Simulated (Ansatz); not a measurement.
# Y under changes of volume

One of the cells (33.240 Å³/atom); the others are scaled copies at fixed shape and fractional positions:

```xyz
1
Lattice="0.0000 2.5520 2.5520 2.5520 0.0000 2.5520 2.5520 2.5520 0.0000" Properties=species:S:1:pos:R:3 pbc="T T T"
Y     0.0000    0.0000    0.0000
```

This isn't the form of Y at room conditions, which is hcp.

```yaml
Program: Ansatz 0.2.0
Functional: PBE
Potentials_or_basis: all-electron LAPW, scalar-relativistic
Cutoff: 140 eV (chosen from the basis error)
Basis_error_allowed: 0.0005 eV/atom
k_mesh: 9 × 9 × 9
Occupations: fermi-dirac, width 0.05 eV
Spin: no spin polarisation
```

| volume (Å³/atom) | energy over the lowest point (meV/atom) | pressure (GPa) |
| --- | --- | --- |
| 31.246 | 6.31 | 1.7 |
| 31.911 | 1.38 | 0.8 |
| 32.576 | 0.00 | -0.1 |
| 33.240 | 1.88 | -0.8 |
| 33.905 | 6.78 | -1.5 |
| 34.570 | ? | ? |
| 35.235 | 24.78 | -2.8 |

Task: What does the run at 34.570 Å³/atom give?

Result: Energy over the lowest point 14.48 meV/atom; pressure -2.2 GPa.

Worked out: A Birch-Murnaghan fit of order 3 (a polynomial in V^(-2/3)) to the other rows has its minimum at 32.52 Å³/atom with B0 = V·E''(V) = 39 GPa and B' = 2.8. It gives 14.49 meV/atom at 34.570 Å³/atom, against the run's 14.48, and -dE/dV = -2.2 GPa, against -2.2.

Energies are extrapolated to zero smearing.
